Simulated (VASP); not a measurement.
# Pr (Im-3m) in VASP: further runs, part 2 of 2

VASP 6.6.1. Earlier steps stand in the parts before.

**4. Single point, revPBE, collinear spin, typed start**

Input file INCAR:

```
ALGO = Fast
EDIFF = 1E-7
ENCUT = 520
GGA = RE
ISIF = 2
ISMEAR = -1
ISPIN = 2
LASPH = T
LCHARG = F
LMAXMIX = 6
LORBIT = 11
LREAL = F
LWAVE = F
MAGMOM = 2
NBANDS = 16
NELM = 150
PREC = Accurate
SIGMA = 0.1
```

Input file KPOINTS:

```
k-points
0
Gamma
  9 9 9
```

Input file POSCAR:

```
Pr
1.0
   -2.0973721543      2.0973721543      2.0973721543
    2.0973721543     -2.0973721543      2.0973721543
    2.0973721543      2.0973721543     -2.0973721543
Pr
1
Direct
    0.0000000000      0.0000000000      0.0000000000
```

Potentials or basis: VASP PAW PBE potentials, release 64 (Pr_3), 4f in core.

Command:

```console
$ cat potpaw_PBE.64/Pr_3/POTCAR > POTCAR
$ mpirun -np 1 vasp_std > vasp.out
```

Wall time 44 s (1 thread of Intel Xeon 6975P-C (Granite Rapids), shared host); peak memory 0.18 GiB.

The run converged. Its results:

```yaml
Free_energy: -4.3542 eV
Pressure: 0.7 GPa
Band_gap_on_the_k_mesh: none (metal or under the smearing width)
Net_moment: 0.00 μB per cell
Valence_electrons_inside_the_program's_atomic_spheres: Pr 8.77
```

Levels at points of the mesh, in eV from the Fermi level:
Spin up:
| k point | band 2 | band 3 | band 4 | band 5 | band 6 | band 7 | band 8 | band 9 | band 10 | band 11 |
| --- | --- | --- | --- | --- | --- | --- | --- | --- | --- | --- |
| (0.00, 0.00, 0.00) | -17.92 | -17.92 | -17.92 | -3.74 | 1.39 | 1.39 | 1.39 | 3.52 | 3.52 | 9.13 |
Spin down:
```tsv
k point	band 3	band 4	band 5	band 6	band 7	band 8	band 9	band 10
(0.00, 0.00, 0.00)	-17.92	-17.92	-3.74	1.39	1.39	1.39	3.52	3.52
```

Caveat: the magnetic or orbital state may not be the lowest; the PAW data sets were made with another functional, which shifts forces and pressure a little; spin-orbit coupling is left out, which moves the levels of the heavy elements; the 4f electrons are frozen in the core as for a trivalent ion, so they carry no moment and show no levels. The state reached can hang on the start; a lower one may exist.

**5. Single point, BLYP, non-collinear spin, typed start (volume scaled by 1.25)**

Input file INCAR:

```
AGGAC = 1.0 ; AGGAX = 1.0
ALDAC = 0.0 ; ALDAX = 1.0
ALGO = Normal ; EDIFF = 1E-6
ENCUT = 520 ; GGA = B5
ISIF = 2 ; ISMEAR = -1
LASPH = T ; LCHARG = F
LMAXMIX = 6 ; LNONCOLLINEAR = T
LORBIT = 11 ; LREAL = F
LWAVE = F ; MAGMOM = 0.726 -0.005 -0.658
NBANDS = 24 ; NELM = 150
PREC = Accurate ; SIGMA = 0.1
```

Input file KPOINTS:

```
k-points
0
Gamma
  7 7 7
```

Input file POSCAR:

```
Pr
1.0
   -2.2593256636      2.2593256636      2.2593256636
    2.2593256636     -2.2593256636      2.2593256636
    2.2593256636      2.2593256636     -2.2593256636
Pr
1
Direct
    0.0000000000      0.0000000000      0.0000000000
```

Potentials or basis: VASP PAW PBE potentials, release 64 (Pr).

Command:

```console
$ cat potpaw_PBE.64/Pr/POTCAR > POTCAR
$ mpirun -np 1 vasp_ncl > vasp.out
```

OUTCAR:

```text
EDIFF = 1E-6
   ENCUT = 520
   GGA = B5
   ISIF = 2
   ISMEAR = -1
   LASPH = T
   LNONCOLLINEAR = T
   LORBIT = 11
   LREAL = F
   NELM = 150
   PREC = Accurate

 ion  position               nearest neighbor table
   1  0.000  0.000  0.000-

  LATTYP: Found a body centered cubic cell.
 ALAT       =     4.5186513272

  Lattice vectors:

 A1 = (  -2.2593256636,   2.2593256636,   2.2593256636)
 A2 = (   2.2593256636,  -2.2593256636,   2.2593256636)
 A3 = (   2.2593256636,   2.2593256636,  -2.2593256636)

Analysis of symmetry for initial positions (statically):
=====================================================================
 Subroutine PRICEL returns:
 Original cell was already a primitive cell.

 Routine SETGRP: Setting up the symmetry group for a
 body centered cubic supercell.

 Subroutine GETGRP returns: Found 48 space group operations
 (whereof 48 operations were pure point group operations)
 out of a pool of 48 trial point group operations.

The static configuration has the point symmetry O_h .

Analysis of symmetry for dynamics (positions and initial velocities):
=====================================================================
 Subroutine PRICEL returns:
 Original cell was already a primitive cell.

 Routine SETGRP: Setting up the symmetry group for a
 body centered cubic supercell.

 Subroutine GETGRP returns: Found 48 space group operations
 (whereof 48 operations were pure point group operations)
 out of a pool of 48 trial point group operations.

The dynamic configuration has the point symmetry O_h .

Analysis of structural, dynamic, and magnetic symmetry:
=====================================================================
 Subroutine PRICEL returns:
 Original cell was already a primitive cell.

 Routine SETGRP: Setting up the symmetry group for a
[... 136 lines left out ...]
  volume of cell :       46.13
 maximum number of plane-waves:      2506
 NGX is ok and might be reduce to    30
   NGX = 15   NGY = 15   NGZ = 15

 number of electron      12.9999999 magnetization       0.1256043     -0.0019375     -0.1179711

 number of electron      13.0000000 magnetization       1.9358486      0.0072879     -2.0876245

 Free energy of the ion-electron system (eV)
  ---------------------------------------------------
  ext. energy  EPLUGINS =         0.00000000
  ---------------------------------------------------
  free energy    TOTEN  =        -4.31294241 eV

  energy without entropy =       -3.91561634  energy(sigma->0) =       -4.11427937

 E-fermi :   4.5702     XC(G=0):  -8.2223

 val. band max:        4.5701035691   @ k =  -0.4286  -0.4286  -0.1429
 cond. band min:       4.5711893825   @ k =   0.2857   0.1429   0.2857
 fundamental gap:      0.0010858133
 Fermi energy:         4.5701986782

 k-point     1 :       0.0000    0.0000    0.0000
  band No.  band energies     occupation
      1     -31.6165      1.00000
      2     -30.5038      1.00000
      3     -13.4689      1.00000
      4     -13.4689      1.00000
      5     -13.4689      1.00000
      6     -12.5875      1.00000
[... 637 lines left out ...]
     23       6.2012      0.00000
     24       6.2326      0.00000

 [... further k-points ...]

------------------------ aborting loop because EDIFF is reached ----------------------------------------

  FORCE on cell =-STRESS in cart. coord.  units (eV):
  Direction    XX          YY          ZZ          XY          YZ          ZX
  --------------------------------------------------------------------------------------
  -------------------------------------------------------------------------------------
  Total       -1.0758396     -1.0755273     -1.0759555     -0.0000627      0.0000843      0.0007127
  in kB      -37.3647085    -37.3538635    -37.3687339     -0.0021769      0.0029273      0.0247525
  external PRESSURE =     -37.3624353 kB  Pullay stress =       0.0000000 kB

 VOLUME and BASIS-vectors are now :
 -----------------------------------------------------------------------------
  energy-cutoff  :      520.00
  volume of cell :       46.13
      direct lattice vectors                 reciprocal lattice vectors
    -2.259325664  2.259325664  2.259325664     0.000000000  0.221304971  0.221304971
     2.259325664 -2.259325664  2.259325664     0.221304971  0.000000000  0.221304971
     2.259325664  2.259325664 -2.259325664     0.221304971  0.221304971  0.000000000

 POSITION                                       TOTAL-FORCE (eV/Angst)
 -----------------------------------------------------------------------------------
      0.00000      0.00000      0.00000        -0.000000      0.000000      0.000000
 -----------------------------------------------------------------------------------
    total drift:                                0.000000     -0.000000     -0.000000

  FREE ENERGIE OF THE ION-ELECTRON SYSTEM (eV)
  ---------------------------------------------------
  free  energy   TOTEN  =        -4.3129424087 eV

  energy  without entropy=       -3.9156163395  energy(sigma->0) =       -4.11427937

 total charge

# of ion       s       p       d       f       tot
--------------------------------------------------
    1        1.998   5.286   0.439   2.270   9.993

 magnetization (x)

# of ion       s       p       d       f       tot
--------------------------------------------------
    1       -0.008  -0.018   0.086   1.530   1.589

 magnetization (y)

# of ion       s       p       d       f       tot
--------------------------------------------------
    1       -0.000  -0.000   0.000   0.006   0.006

 magnetization (z)

# of ion       s       p       d       f       tot
--------------------------------------------------
    1        0.009   0.020  -0.093  -1.650  -1.714
```

stdout:

```text
POSCAR found type information on POSCAR Pr
 POSCAR found :  1 types and       1 ions
 scaLAPACK will be used
 -----------------------------------------------------------------------------
|                                                                             |
|                                                                             |
|     You enforced a specific xc type in the INCAR file but a different       |
|     I HOPE YOU KNOW WHAT YOU ARE DOING!                                     |
|                                                                             |
 -----------------------------------------------------------------------------

 LDA part: xc-table for (Slater(with rela. corr.)+VWN5), standard interpolation
 POSCAR, INCAR and KPOINTS ok, starting setup
 FFT: planning ... GRIDC
 FFT: planning ... GRID_SOFT
 FFT: planning ... GRID
 WAVECAR not read
 entering main loop
```

Wall time 29 min (1 thread of Intel Xeon Platinum 8375C at 2.90GHz (Ice Lake), shared host); peak memory 0.5 GiB.

What came out:

```
Free energy                                           : -4.3129 eV
Pressure                                              : -3.7 GPa
Band gap on the k mesh                                : none (metal or under the smearing width)
Net moment                                            : 2.85 μB per cell
Valence electrons inside the program's atomic spheres : Pr 9.99
```

Moments on the atoms (μB; x, y, z):
```
Pr   1.59  0.01 -1.71
```

Caveat: the magnetic or orbital state may not be the lowest; the PAW data sets were made with another functional, which shifts forces and pressure a little; spin-orbit coupling is left out, which moves the levels of the heavy elements. The state reached can hang on the start; a lower one may exist.

**6. Overview**

```csv
level,potentials or basis,spin,cell,k mesh,smearing,gap on the mesh (eV),pressure (GPa),moment (μB)
PBE,"VASP PAW PBE potentials, release 64 (Pr)","collinear, typed start",volume scaled by 1.04,9 × 9 × 9,fermi-dirac 0.05 eV,none,-2.1,2.81
PBE,"VASP PAW PBE potentials, release 64 (Pr)","collinear, typed start",volume scaled by 0.96,9 × 9 × 9,fermi-dirac 0.05 eV,none,-0.8,2.78
revPBE,"VASP PAW PBE potentials, release 64 (Pr_3), 4f in core","collinear, typed start",as given,9 × 9 × 9,fermi-dirac 0.1 eV,none,0.7,0.00
BLYP,"VASP PAW PBE potentials, release 64 (Pr)","non-collinear, typed start",volume scaled by 1.25,7 × 7 × 7,fermi-dirac 0.1 eV,none,-3.7,2.85
```

Alike in all rows: task single point; cutoff (eV) 520.

Caveats: the magnetic or orbital state may not be the lowest; spin-orbit coupling is left out, which moves the levels of the heavy elements; the PAW data sets were made with another functional, which shifts forces and pressure a little (some runs); the 4f electrons are frozen in the core as for a trivalent ion, so they carry no moment and show no levels (some runs).

Total energies depend on the potentials used, so only differences within one code and one set of settings carry meaning.
